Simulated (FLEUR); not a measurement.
# Zn (P6_3/mmc) in FLEUR: further runs

Runs on Zn. Level: PBEsol. Tasks: single point.

Program: FLEUR MaX-R8.1 (later development tree). These are calculated values, not measurements. Logs are shortened: lines on timing, memory, paths and dates and some standing lists are left out, and cuts for length are marked.

### Step 1. The structure

Symmetry: P6_3/mmc, No. 194, hexagonal system. Conventional cell: a = 2.670 Å, b = 2.670 Å, c = 4.966 Å, α = 90.00°, β = 90.00°, γ = 120.00°. Zn (site symmetry -6m2) has 12 Zn at 2.67 to 2.92 Å as nearest neighbours.

### Step 2. Single point, PBEsol

Contents of inp.xml:

```xml
<?xml version="1.0" encoding="UTF-8" standalone="no"?>
<fleurInput fleurInputVersion="0.39">
   <comment>
      Zn                                                                                                  
   </comment>
   <calculationSetup>
      <cutoffs Kmax="4.32" Gmax="13.4" GmaxXC="13.4" numbands="0"/>
      <scfLoop itmax="60" minDistance="0.00001" maxIterBroyd="15" imix="Anderson" alpha="0.05" precondParam="0.0" spinf="2.0" sdNocoIR="T"/>
      <coreElectrons ctail="T" frcor="F" kcrel="0" coretail_lmax="0"/>
      <xcFunctional name="PBEs" relativisticCorrections="F"/>
      <magnetism jspins="1"/>
      <soc l_soc="F" theta="0.0" phi="0.0" spav="F"/>
      <expertModes spex="0" secvar="F"/>
      <geometryOptimization l_f="T" forcealpha="1.0" forcemix="BFGS" epsdisp="0.0005" epsforce="0.0002"/>
      <ldaU l_linMix="F" mixParam="0.05" spinf="1.0"/>
   </calculationSetup>
   <cell>
      <bzIntegration valenceElectrons="40.0" mode="hist" fermiSmearingEnergy="0.00183747">
         <kPointListSelection listName="default-1"/>
         <!-- k-points included here -->
         <xi:include xmlns:xi="http://www.w3.org/2001/XInclude" href="kpts.xml"> </xi:include>
      </bzIntegration>
      <!-- symmetry operations included here -->
      <xi:include xmlns:xi="http://www.w3.org/2001/XInclude" href="sym.xml"> </xi:include>
      <bulkLattice scale="1.0">
         <bravaisMatrix>
            <row-1>    5.0455687526819997     0.0000000000000000     0.0000000000000000</row-1>
            <row-2>   -2.5227843763409998     4.3695907163551642     0.0000000000000000</row-2>
            <row-3>    0.0000000000000000     0.0000000000000000     9.3843799347635990</row-3>
         </bravaisMatrix>
      </bulkLattice>
   </cell>
   <atomSpecies>
      <species name="Zinc (Zn)" element="Zn" atomicNumber="30">
         <mtSphere radius="2.27" gridPoints="773" logIncrement="0.016"/>
         <atomicCutoffs lmax="9" lnonsphr="9"/>
         <electronConfig flipSpins="F">
            <coreConfig>(1s1/2) (2s1/2) (2p1/2) (2p3/2)</coreConfig>
            <valenceConfig>(3s1/2) (3p1/2) (3p3/2) (4s1/2) (3d3/2) (3d5/2)</valenceConfig>
         </electronConfig>
         <energyParameters s="4" p="4" d="3" f="4"/>
         <lo type="SCLO" l="0" n="3" eDeriv="0"/>
         <lo type="SCLO" l="1" n="3" eDeriv="0"/>
         <lo type="SCLO" l="1" n="3" eDeriv="1"/>
         <lo type="HELO" l="2" n="4" eDeriv="0"/>
         <lo type="HELO" l="2" n="4" eDeriv="1"/>
         <lo type="SCLO" l="3" n="4" eDeriv="2"/>
      </species>
   </atomSpecies>
   <atomGroups>
      <atomGroup species="Zinc (Zn)">
         <relPos label="                   1">-1.000/3.000 1.000/3.000 -1.000/4.000</relPos>
         <relPos label="                   2">1.000/3.000 -1.000/3.000 1.000/4.000</relPos>
         <force calculate="T" relaxXYZ="TTT"/>
      </atomGroup>
   </atomGroups>
   <output dos="F" band="F" slice="F">
      <checks vchk="F" cdinf="F"/>
      <bandDOS minEnergy="-.5*Htr" maxEnergy="0.5*Htr" sigma="0.015" storeEVData="T"/>
      <vacuumDOS vacdos="F" integ="F" star="F" nstars="0" locx1="0.0" locy1="0.0" locx2="0.0" locy2="0.0" nstm="0" tworkf="0.0"/>
      <unfoldingBand unfoldBand="F" supercellX="1" supercellY="1" supercellZ="1"/>
      <plotting iplot="0" polar="F">
         <plot TwoD="T" vec1="  1.0  0.0  0.0" vec2="  0.0  1.0  0.0" vec3="  0.0  0.0  1.0" zero="  0.0  0.0  0.0" file="plot"/>
      </plotting>
      <chargeDensitySlicing numkpt="0" minEigenval="0.0" maxEigenval="0.0" nnne="0" pallst="F"/>
      <specialOutput eonly="F"/>
      <moessbauerParams electricFieldGradient="T" isomerShift="T" coreHyperfine="T" valenceHyperfine="T"/>
      <magneticCircularDichroism mcd="F" energyLo="-10.0" energyUp="0.0"/>
   </output>
  <!-- We include the file relax.xml here to enable relaxations (see documentation) -->
  <xi:include xmlns:xi="http://www.w3.org/2001/XInclude" href="relax.xml"> <xi:fallback/> </xi:include>
</fleurInput>
```

Contents of crystal.txt:

```
Zn
&input cartesian=F /
2.6700000000  0.0000000000  0.0000000000
-1.3350000000  2.3122878281  0.0000000000
0.0000000000  0.0000000000  4.9660000000
1.8897261246
1.0 1.0 1.0

2
30 0.6666666666  0.3333333332  0.7500000000
30 0.3333333332  0.6666666666  0.2500000000

&kpt div1=11 div2=11 div3=6 gamma=T /
```

Potentials or basis: all-electron, FLAPW.

On the command line:

```bash
$ inpgen -f crystal.txt -profile fastHighL
$ # inp.xml edited to the form shown
$ fleur_MPI
```

The log of the run:

```text
Welcome to FLEUR        (www.flapw.de)
      MaX-Release 8.1          (www.max-centre.eu)

 ========== k-point set info ==========
 Selected k-point list: default-1
 k-point list type: mesh
 11 x 11 x 6
 Number of k points: 64

 ------------Calculation Setup---------------------------
 Number of MPI-tasks      :            1
 Number of PE/node        :            1
 Number of OMP-threads    :            1
 Most efficient MPI parallelization for:
           1           2           4           8          16          32          64
 Additional eigenvalue parallelization possible
 Number of basis functions:          385
 Approximate size of matrices (H+S) per k-point:         0.002 GB
 --------------------------------------------------------
 Iteration:     1   Distance:      10.26535761 me/bohr^3
 Iteration:     2   Distance:       8.44165913 me/bohr^3
 Iteration:     3   Distance:       3.91708382 me/bohr^3
 Iteration:     4   Distance:       2.44163234 me/bohr^3
 Iteration:     5   Distance:       1.91616510 me/bohr^3
 Iteration:     6   Distance:       0.09083199 me/bohr^3
 Iteration:     7   Distance:       0.19414440 me/bohr^3
 Iteration:     8   Distance:       0.01882825 me/bohr^3
 Iteration:     9   Distance:       0.02538607 me/bohr^3
 Iteration:    10   Distance:       0.00077607 me/bohr^3
 Iteration:    11   Distance:       0.00029600 me/bohr^3
 Iteration:    12   Distance:       0.00005154 me/bohr^3
 Iteration:    13   Distance:       0.00000497 me/bohr^3

 ********************************************************************
 Run finished successfully
 Stop message:
   Structural relaxation: Done
 ********************************************************************
```

out.xml (last iteration):

```text
<iteration numberForCurrentRun="   14" overallNumber="   14">
         <energyParameters units="Htr">
            <atomicEP atomType="1" spin="1" branch="4s" branchLowest="-4.37" branchHighest="1.33" value="0.0802472908"/>
            <atomicEP atomType="1" spin="1" branch="4p" branchLowest="-2.69" branchHighest="1.96" value="0.2487144571"/>
            <atomicEP atomType="1" spin="1" branch="3d" branchLowest="-9.99" branchHighest="0.06" value="-0.0019514123"/>
            <atomicEP atomType="1" spin="1" branch="4f" branchLowest="-9.99" branchHighest="3.59" value="0.5859756410"/>
            <loAtomicEP atomType="1" spin="1" branch="3s" branchLowest="-42.15" branchHighest="-4.37" value="-4.3695342229"/>
            <loAtomicEP atomType="1" spin="1" branch="3p" branchLowest="-36.50" branchHighest="-2.69" value="-2.6919709903"/>
            <loAtomicEP atomType="1" spin="1" branch="3p" branchLowest="-36.50" branchHighest="-2.69" value="-2.6919709903"/>
            <heloAtomicEP atomType="1" spin="1" branch="4d" branchLowest="2.32" branchHighest="2.32" value="2.3190992590"/>
            <heloAtomicEP atomType="1" spin="1" branch="4d" branchLowest="2.32" branchHighest="2.32" value="2.3190992590"/>
            <loAtomicEP atomType="1" spin="1" branch="4f" branchLowest="-9.99" branchHighest="3.59" value="0.5859783204"/>
         </energyParameters>
         <eigenvalues>
            <eigenvaluesAt spin="1" ikpt="1" k_x="0.00000000" k_y="0.00000000" k_z="0.00000000">
                      -4.3696196936       -4.3695884370       -2.6911649002       -2.6907320466       -2.6900448451
                      -2.6900448451       -2.6899964831       -2.6899964831       -0.1131788234       -0.0463361504
                      -0.0205855615       -0.0119691846       -0.0119691846       -0.0101672835       -0.0101672835
                       0.0018234126        0.0018234126        0.0093504879        0.0093504879        0.1341647130
                       0.1550431672        0.7594872272        0.8903764040        0.9015605635        0.9015605635
                       0.9609547371        0.9609547371        0.9630139425        1.0076282737        1.1340969582
                       1.1340969582
            </eigenvaluesAt>
            <eigenvaluesAt spin="1" ikpt="2" k_x="0.00000000" k_y="0.00000000" k_z="0.16666667">
                      -4.3696175225       -4.3695904850       -2.6911352894       -2.6907605278       -2.6900413380
                      -2.6900413380       -2.6899992406       -2.6899992406       -0.1070850339       -0.0470744138
                      -0.0204232038       -0.0120372248       -0.0120372248       -0.0104295540       -0.0104295540
                       0.0025288109        0.0025288109        0.0090017288        0.0090017288        0.0731268508
                       0.2295672910        0.6724536851        0.9076183724        0.9076183724        0.9557767611
                       0.9628815498        0.9628815498        0.9936212393        1.0028576246        1.0936520011
                       1.0936520011
            </eigenvaluesAt>
            <eigenvaluesAt spin="1" ikpt="3" k_x="0.00000000" k_y="0.00000000" k_z="0.33333333">
                      -4.3696119134       -4.3695962251       -2.6910563565       -2.6908404837       -2.6900324951
                      -2.6900324951       -2.6900085836       -2.6900085836       -0.0897792831       -0.0514037970
                      -0.0188741423       -0.0120410800       -0.0120410800       -0.0110697357       -0.0110697357
                       0.0042362130        0.0042362130        0.0079336069        0.0079336070        0.0194020773
                       0.3255874463        0.5498864907        0.9248108011        0.9248108011        0.9633663815
                       0.9633663815        0.9667347023        0.9910960533        1.0533595555        1.0533595555
                       1.0756494118
            </eigenvaluesAt>
            <eigenvaluesAt spin="1" ikpt="4" k_x="0.00000000" k_y="0.00000000" k_z="0.50000000">
                      -4.3696040451       -4.3696040451       -2.6909483276       -2.6909483276       -2.6900204180
                      -2.6900204180       -2.6900204180       -2.6900204180       -0.0665660200       -0.0665660200
                      -0.0117067840       -0.0117067840       -0.0117067840       -0.0117067840       -0.0103397539
                      -0.0103397539        0.0062395612        0.0062395612        0.0062395612        0.0062395612
                       0.4328928044        0.4328928044        0.9483308570        0.9483308570        0.9483308570
                       0.9483308570        0.9777174325        0.9777174325        1.0487818903        1.0487818903
                       1.0487818903
            </eigenvaluesAt>
         </eigenvalues>
         <bandgap value="0.0478910153" units="eV"/>
         <sumValenceSingleParticleEnergies value="-49.4679680875" units="Htr"/>
         <FermiEnergy value="0.2622827068" units="Htr"/>
         <valenceDensity>
            <mtCharges spin="1">
               <mtCharge atomType="1" total="18.6600643" s="2.5633216" p="6.3999651" d="9.6889033" f="0.0065308"/>
            </mtCharges>
            <spinDependentCharge spin="1" total="40.0000000" interstitial="2.6798714" mtSpheres="37.3201286"/>
            <totalCharge value="40.0000000000"/>
         </valenceDensity>
         <coreStates atomType="     1" atomicNumber=" 30" spin="1" kinEnergy="   1575.6259838397" eigValSum="  -1001.9349542475" lostElectrons=" 0.000000">
            <state n="1" l="0" j="0.5" energy="-349.2996684103" weight="1.0000000000"/>
            <state n="2" l="0" j="0.5" energy="-42.1520548631" weight="1.0000000000"/>
            <state n="2" l="1" j="0.5" energy="-37.0893379873" weight="1.0000000000"/>
            <state n="2" l="1" j="1.5" energy="-36.2132079315" weight="2.0000000000"/>
         </coreStates>
         <allElectronCharges>
            <spinDependentCharge spin="1" total="60.0000000" interstitial="2.6798714" mtSpheres="57.3201286"/>
            <totalCharge value="60.0000000003"/>
         </allElectronCharges>
         <moessbauerParams unitsHFF="kG" unitsIS="e/bohr^3" unitsEFG="Htr/bohr^2">
            <coreIsomerShift atomType="1" isTotal="24822.99560">
               <shell n="1" l="0" isomerShift="22582.04990"/>
               <shell n="2" l="0" isomerShift="2224.06246"/>
               <shell n="2" l="1" isomerShift="16.88324"/>
            </coreIsomerShift>
            <isomerShift atomType="1" nucleusRadius="0.0000952" averageDensity="25165.96455"/>
            <electricFieldGradient atomType="1" VXX="-0.21739" VYY="-0.21739" VZZ="0.43479" asymParam="0.00000">
            </electricFieldGradient>
         </moessbauerParams>
         <totalEnergy                                    value="    -3589.4290713803" units="Htr">
            <sumOfEigenvalues                            value="    -2053.3378765825">
               <coreElectrons value="-2003.8699084950"/>
               <valenceElectrons value="-49.4679680875"/>
            </sumOfEigenvalues>
            <densityCoulombPotentialIntegral value="-5523.9816614567"/>
            <densityEffectivePotentialIntegral value="-5708.1460288594"/>
            <chargeDenXCDenIntegral value="-140.4604108733"/>
            <FockExchangeEnergyValence value="0.0000000000"/>
            <FockExchangeEnergyCore value="0.0000000000"/>
            <atomTypeDependentContributions atomType="1">
               <electronNucleiInteractionDifferentMTs value="4317.3311530812"/>
               <MadelungTerm value="-24.4548289744"/>
            </atomTypeDependentContributions>
            <tkbTimesEntropy value="0.0001727122"/>
            <freeEnergy value="-3589.4292440926"/>
            <extrapolationTo0K value="-3589.4291577364"/>
         </totalEnergy>
         <totalForcesOnRepresentativeAtoms units="Htr/bohr">
            <forceTotal atomType="1" x="-2.522784" y="1.456530" z="-2.346095" F_x="0.00000000" F_y="0.00000000" F_z="0.00000000"/>
         </totalForcesOnRepresentativeAtoms>
      </iteration>
```

Wall time 73 s (1 thread of Intel Xeon 6975P-C (Granite Rapids), shared host); peak memory 0.07 GiB.

Results:

```yaml
Free_energy: -97673.3456 eV
Band_gap_on_the_k_mesh: none (metal or under the smearing width)
Valence_electrons_inside_the_program's_atomic_spheres: Zn 18.66 (radii Zn 2.27 bohr)
```

Core levels (eV from the Fermi level):
```csv
atom,levels
1 Zn,"1s1/2 -9512.1, 2s1/2 -1154.2, 2p1/2 -1016.4, 2p3/2 -992.5"
2 Zn,"1s1/2 -9512.1, 2s1/2 -1154.2, 2p1/2 -1016.4, 2p3/2 -992.5"
```

### Step 3. Single point, PBEsol (atoms moved at random, drawn with an rms of 0.05 Å)

Changes to inp.xml since step 2:

```diff
@@ -51,4 +51,4 @@
       <atomGroup species="Zinc (Zn)">
-         <relPos label="                   1">-1.000/3.000 1.000/3.000 -1.000/4.000</relPos>
-         <relPos label="                   2">1.000/3.000 -1.000/3.000 1.000/4.000</relPos>
+         <relPos label="                   1">-.3285765000 .3198060000 -.2510720000</relPos>
+         <relPos label="                   2">.3285765000 -.3198060000 .2510720000</relPos>
          <force calculate="T" relaxXYZ="TTT"/>
```

Changes to crystal.txt since step 2:

```diff
@@ -9,4 +9,4 @@
 2
-30 0.6666666666  0.3333333332  0.7500000000
-30 0.3333333332  0.6666666666  0.2500000000
+30 0.6654170000  0.3197430000  0.7489310000
+30 0.3225700000  0.6801310000  0.2510750000
```

Potentials or basis: all-electron, FLAPW.

On the command line:

```bash
$ inpgen -f crystal.txt -profile fastHighL
$ # inp.xml edited to the form shown
$ fleur_MPI
```

The log of the run:

```text
Welcome to FLEUR        (www.flapw.de)
      MaX-Release 8.1          (www.max-centre.eu)

 ========== k-point set info ==========
 Selected k-point list: default-1
 k-point list type: mesh
 11 x 11 x 6
 Number of k points: 364

 ------------Calculation Setup---------------------------
 Number of MPI-tasks      :            1
 Number of PE/node        :            1
 Number of OMP-threads    :            1
 Most efficient MPI parallelization for:
           1           2           4           7          13          14          26          28          52          91         182         364
 Additional eigenvalue parallelization possible
 Number of basis functions:          385
 Approximate size of matrices (H+S) per k-point:         0.002 GB
 --------------------------------------------------------
 Iteration:     1   Distance:      10.26544493 me/bohr^3
 Iteration:     2   Distance:       8.44146719 me/bohr^3
 Iteration:     3   Distance:       3.91531821 me/bohr^3
 Iteration:     4   Distance:       2.44206118 me/bohr^3
 Iteration:     5   Distance:       1.91342210 me/bohr^3
 Iteration:     6   Distance:       0.08375703 me/bohr^3
 Iteration:     7   Distance:       0.23863978 me/bohr^3
 Iteration:     8   Distance:       0.04772624 me/bohr^3
 Iteration:     9   Distance:       0.00884927 me/bohr^3
 Iteration:    10   Distance:       0.01330019 me/bohr^3
 Iteration:    11   Distance:       0.00043074 me/bohr^3
 Iteration:    12   Distance:       0.00023306 me/bohr^3
 Iteration:    13   Distance:       0.00006371 me/bohr^3
 Iteration:    14   Distance:       0.00000764 me/bohr^3
 Reset of history

 ********************************************************************
 Run finished successfully
 Stop message:
   Structural relaxation: new displacements generated
 ********************************************************************
```

It took 11 min on 1 thread of Intel Xeon 6975P-C (Granite Rapids), shared host; peak memory 0.13 GiB.

Results:

```
Free energy                                           : -97673.3436 eV
Largest force                                         : 0.045 eV/Å
Band gap on the k mesh                                : none (metal or under the smearing width)
Valence electrons inside the program's atomic spheres : Zn 18.66 (radii Zn 2.27 bohr)
```

Forces in eV/Å, atoms in the order of the input:
```
Zn  -0.026  0.031  0.020
Zn   0.026 -0.031 -0.020
```

Levels at points of the mesh, in eV from the Fermi level:
```
           k point  band 16  band 17  band 18  band 19  band 20  band 21  band 22  band 23  band 24  band 25
(0.00, 0.00, 0.00)    -7.11    -7.06    -6.91    -6.86    -3.49    -2.92    13.53    17.09    17.26    17.55
(0.00, 0.00, 0.50)    -7.41    -6.97    -6.97    -6.97    -6.96     4.60     4.68    18.65    18.66    18.68
```

Core levels (eV from the Fermi level):
| atom | levels |
| --- | --- |
| 1 Zn | 1s1/2 -9512.1, 2s1/2 -1154.2, 2p1/2 -1016.4, 2p3/2 -992.5 |
| 2 Zn | 1s1/2 -9512.1, 2s1/2 -1154.2, 2p1/2 -1016.4, 2p3/2 -992.5 |
